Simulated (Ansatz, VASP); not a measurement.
Al: VASP beside Ansatz

File INCAR:

```
ALGO = Fast ; EDIFF = 1E-6
ENCUT = 520 ; GGA = PS
ISIF = 2 ; ISMEAR = 0
IVDW = 12 ; LASPH = T
LCHARG = T ; LELF = T
LREAL = F ; LVHAR = T
LWAVE = F ; NBANDS = 14
NELM = 100 ; PREC = Accurate
SIGMA = 0.15
```

The input KPOINTS:

```
k-points
0
Gamma
  18 18 6
```

File POSCAR:

```
Al
1.0
    2.9315000000      0.0000000000      0.0000000000
   -1.4657500000      2.5387534712      0.0000000000
    0.0000000000      0.0000000000      9.1920208392
Al
4
Direct
    0.0000000000      0.0000000000      0.0000000000
    0.3333333333      0.6666666667      0.2500000000
    0.0000000000      0.0000000000      0.5000000000
    0.6666666667      0.3333333333      0.7500000000
```

Input for Ansatz:

```yaml
crystal:
  lattice:
    - [2.9315, 0.0, 0.0]
    - [-1.46575, 2.5387534712, 0.0]
    - [0.0, 0.0, 9.1920208392]
  atoms:
    - { symbol: Al, position: [0.0, 0.0, 0.0] }
    - { symbol: Al, position: [0.3333333333, 0.6666666667, 0.25] }
    - { symbol: Al, position: [0.0, 0.0, 0.5] }
    - { symbol: Al, position: [0.6666666667, 0.3333333333, 0.75] }
basis:
  ecutwfc: 420
kpoints:
  mp_grid: { grid: [18, 18, 6] }
hamiltonian:
  xc: pbesol
  pseudopotentials: { kind: paw, azcp: { folder: soft_1 } }
  dispersion: d3bj
scf:
  occupations: { method: gaussian, width: 0.15 }
output:
  forces: true
  stress: true
  eigenvalues: true
  write_density: true
  write_potential: true
  elf: true
  volumetric_format: npy
```

Alike in both runs: task single point; functional PBEsol; dispersion D3(BJ); k mesh 18 × 18 × 6; occupations gaussian, width 0.15 eV; no spin polarisation.

|  | VASP | Ansatz |
| --- | --- | --- |
| version | VASP 6.6.1 | Ansatz 0.2.0 |
| potentials or method | VASP PAW PBE potentials, release 64 (Al) | scalar-relativistic, plane waves, PAW |
| plane-wave cutoff (eV) | 520 | 420 |
| valence electrons in the cell | 12 | 12 |

|  | VASP | Ansatz | Ansatz less VASP |
| --- | --- | --- | --- |
| gap on the k mesh at the Fermi level (eV) | none | none | - |
| pressure (GPa) | -6.5 | -6.5 | -0.07 |
| largest component of the traceless stress (GPa) | 1.66 | 1.64 | -0.019 |

A gap of «none» marks a metal or a gap that the smearing closes. Ansatz warned: «pseudo_functional_mismatch».

Caveats: the PAW data sets were made with another functional, which shifts forces and pressure a little (VASP); pairwise dispersion overbinds metals, which lowers pressure and volume.
